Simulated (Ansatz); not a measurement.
## Molecular dynamics of WC

The input (input.yaml):

```yaml
accuracy: low
crystal:
  lattice:
    - [-3.019515, -5.229953, 0.0]
    - [4.529272, -2.614976, 0.0]
    - [0.0, 0.0, 5.917078]
  atoms:
    - { symbol: W, position: [0.75, 0.5, 0.0] }
    - { symbol: C, position: [0.5, 0.6666667, 0.25] }
    - { symbol: W, position: [0.75, 0.5, 0.5] }
    - { symbol: C, position: [0.5, 0.6666667, 0.75] }
    - { symbol: W, position: [0.5, 0.0, 0.0] }
    - { symbol: C, position: [0.25, 0.1666667, 0.25] }
    - { symbol: W, position: [0.5, 0.0, 0.5] }
    - { symbol: C, position: [0.25, 0.1666667, 0.75] }
    - { symbol: W, position: [0.25, 0.5, 0.0] }
    - { symbol: C, position: [0.0, 0.6666667, 0.25] }
    - { symbol: W, position: [0.25, 0.5, 0.5] }
    - { symbol: C, position: [0.0, 0.6666667, 0.75] }
    - { symbol: W, position: [0.0, 0.0, 0.0] }
    - { symbol: C, position: [0.75, 0.1666667, 0.25] }
    - { symbol: W, position: [0.0, 0.0, 0.5] }
    - { symbol: C, position: [0.75, 0.1666667, 0.75] }
basis:
  ecutwfc: 420.0
kpoints:
  mp_grid: { grid: [2, 2, 2] }
hamiltonian:
  xc: pbe
  dispersion: d3bj
  pseudopotentials: { kind: paw, azcp: { folder: soft_1 } }
scf:
  occupations: { method: fermi_dirac, width: 0.36 }
  lower_state_search: "off"
md:
  timestep: 0.75
  n_steps: 170
  ensemble: nvt_langevin
  temperature: 4200.0
  initial_velocities: maxwell_boltzmann
  seed: 161932
  friction: 0.02
```

Run as:

```bash
$ ansatz run input.yaml --threads 1 --pin off --max-ram 3072MiB --backend cpu --events-out ev --progress --plain --runs-dir out
```

It starts from a structure without forces on its atoms.

Output, in part (step lines):

```
md step     0: t =     0.00 fs  T =  3937.5 K  F+E_penalty+E_count = -85102.03128023 eV  E_kin = 8.143380 eV  (8 SCF iters)
[... lines left out ...]
```

The steps, from the saved trajectory:

```tsv
time (fs)	T (K)	potential energy less start (eV)
0	3938	0.000
3.75	3548	0.631
7.5	2328	2.159
11.25	2351	4.097
15	1703	5.338
18.75	2268	5.292
22.5	2938	4.647
26.25	2393	4.192
30	2345	3.979
33.75	2394	4.007
37.5	2838	4.400
41.25	2419	4.927
45	2441	5.210
48.75	2464	5.299
52.5	2235	5.336
56.25	2279	5.481
60	2780	5.467
63.75	2947	5.593
67.5	3312	6.063
71.25	3520	6.979
75	3045	7.828
78.75	2902	8.329
82.5	3512	8.198
86.25	4135	7.910
90	4608	7.779
93.75	4810	8.188
97.5	4005	9.088
101.25	4083	9.704
105	3907	9.745
108.75	3156	9.735
112.5	3728	9.377
116.25	3713	9.149
120	4824	9.109
123.75	5069	9.171
127.5	4822	9.360
```

The run went to its last step. A run of 0.13 ps of so small a system gives no equilibrium averages. Limits of this set-up: coarse k mesh, low accuracy level.

Mean squared displacements from the first frame to the last, about the centre of mass: W 0.07 Å², C 0.10 Å².

Last frame:

```xyz
16
Lattice="-3.0195 -5.2300 0.0000 4.5293 -2.6150 0.0000 0.0000 0.0000 5.9171" Properties=species:S:1:pos:R:3
W -0.375 -5.375 -0.020
C 1.550 -4.384 1.555
W 0.001 -5.343 2.979
C 1.127 -4.495 4.361
W -1.414 -2.865 -0.349
C 0.122 -1.681 1.889
W -1.559 -2.693 3.264
C 0.051 -1.766 4.456
W 1.170 -2.557 0.101
C 2.918 -1.845 1.719
W 1.475 -2.881 2.875
C 2.892 -1.738 4.631
W -0.010 -0.118 0.140
C -1.839 -4.655 1.955
W -0.216 -0.044 3.216
C -1.883 -4.647 4.436
```

The run took 15 min on 1 thread of Arm Neoverse V2 (shared host), peak memory 0.6 GiB.
